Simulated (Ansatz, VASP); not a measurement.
Two plane-wave programs on BN

```
B N
1.0
     2.37130    0.00000    0.00000
    -1.18565    2.05361    0.00000
     0.00000    0.00000    3.83543
B N
2 2
Cartesian
  0.0000 0.0000 0.0000
  0.0000 0.0000 1.9177
  0.0000 1.3691 0.9589
  1.1857 0.6845 2.8766
```

Alike in both runs: functional PBE; k mesh 12 × 12 × 7; occupations fermi-dirac, width 0.05 eV; no spin polarisation.

Ansatz relaxed the structure, and its values are those at the end. VASP's run is a single point on that final structure, the one shown.

|  | VASP | Ansatz |
| --- | --- | --- |
| version | VASP 6.6.1 | Ansatz 0.2.0 |
| potentials or method | VASP PAW PBE potentials, release 64 (B, N) | PAW with Ansatz's default frozen-core files, scalar-relativistic |
| plane-wave cutoff (eV) | 520 | 420 |
| valence electrons in the cell | 16 | 16 |

|  | VASP | Ansatz | Ansatz less VASP |
| --- | --- | --- | --- |
| gap on the k mesh at the Fermi level (eV) | 2.35 | 2.36 | +0.003 |

The functional is the same, so the differences come from potentials, cutoffs and numerics.

Caveats: an odd mesh through Γ misses points on the zone boundary, where band edges often lie.
